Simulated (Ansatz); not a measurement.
A series in temperature on Ca

Harmonic vibrational free energy, entropy and heat capacity at constant volume, per atom, from the force constants of a q mesh, imaginary modes left out; plane waves with PAW datasets, Gamma-centred k mesh. The results are calculated, by Ansatz 0.2.0.

Structure of every row (space group Fm-3m, No. 225):
```
cell vectors (Å)
  -1.9553     1.9554     2.7652
   1.9553    -1.9554     2.7652
   1.9553     1.9554    -2.7652
atoms (fractions of the cell vectors)
Ca  0.50000  0.50000  0.00000
```

Settings of every row: functional PBE; dispersion none; spin none; wave cutoff 420 eV; k mesh 16x16x16; occupations fermi dirac; smearing width 0.15 eV; pressure 0 GPa; phonon method linear response; q mesh 4x4x4.

Limits: image ties in doubt; metal sensitive to the k mesh.

```
row  temperature (K)  phonon heat capacity (kB/atom)  phonon entropy (kB/atom)  phonon free energy (meV/atom)
  1              200                           2.837                     3.925                          -13.1
  2              300                           2.926                     5.096                          -52.2
  3              400                           2.958                     5.942                           -100
  4              500                           2.973                     6.604                         -154.1
  5              600                               ?                         ?                              ?
  6              700                           2.986                     7.607                         -277.1
  7              800                           2.989                     8.006                         -344.4
  8              900                           2.991                     8.358                         -414.9
  9             1000                           2.993                     8.673                         -488.3
```

Question: what phonon heat capacity and phonon entropy should row 5 give?

Worked fit of phonon heat capacity. At high temperature a harmonic heat capacity falls short of its limit by a term in 1/T², so take t = (100 K / T)². The shown rows have t = 0.25, 0.11111, 0.0625, 0.04, 0.02041, 0.01562, 0.01235, 0.01. Least squares give phonon heat capacity = 2.9995 − 0.6698 × t + 0.079 × t² kB/atom; a straight line predicts inner rows, each left out in turn, worse (root mean square 0.00047 against 0.0002 kB/atom). All shown rows lie on it to the printed digit. The constant, 2.9995 kB/atom, is to be held against the harmonic limit of 3 k_B an atom. The withheld row has t = 0.02778, so the fit gives 2.9995 − 0.6698 × (0.02778) + 0.079 × (0.02778)² = 2.981 kB/atom.

The calculation gave 2.981 kB/atom. The fit meets it to the printed digit.

Worked fit of phonon entropy. Entropy rises as the heat capacity times the change of ln T, so take t = ln(T / 300 K). The shown rows have t = -0.4055, 0, 0.2877, 0.5108, 0.8473, 0.9808, 1.0986, 1.204. Least squares give phonon entropy = 5.1 + 2.92005 × t + 0.04163 × t² kB/atom; a straight line predicts inner rows, each left out in turn, worse (root mean square 0.01 against 0.0032 kB/atom). The rows lie off it by 0.002, -0.004, -0.002, 0.002, 0.003, 0.002, 0.000, -0.003, a smooth pattern that one more power would take up: the form is only approximate. The slope at t = 0, 2.92 kB/atom, estimates the heat capacity at 300 K. The withheld row has t = 0.6931, so the fit gives 5.1 + 2.92005 × (0.6931) + 0.04163 × (0.6931)² = 7.144 kB/atom.

The calculation gave 7.147 kB/atom. The fit lies 0.003 kB/atom (0.063 % of the column's range) below it; its largest miss of a shown row is 0.004 kB/atom.

The other values of row 5: phonon free energy -213.5 meV/atom.
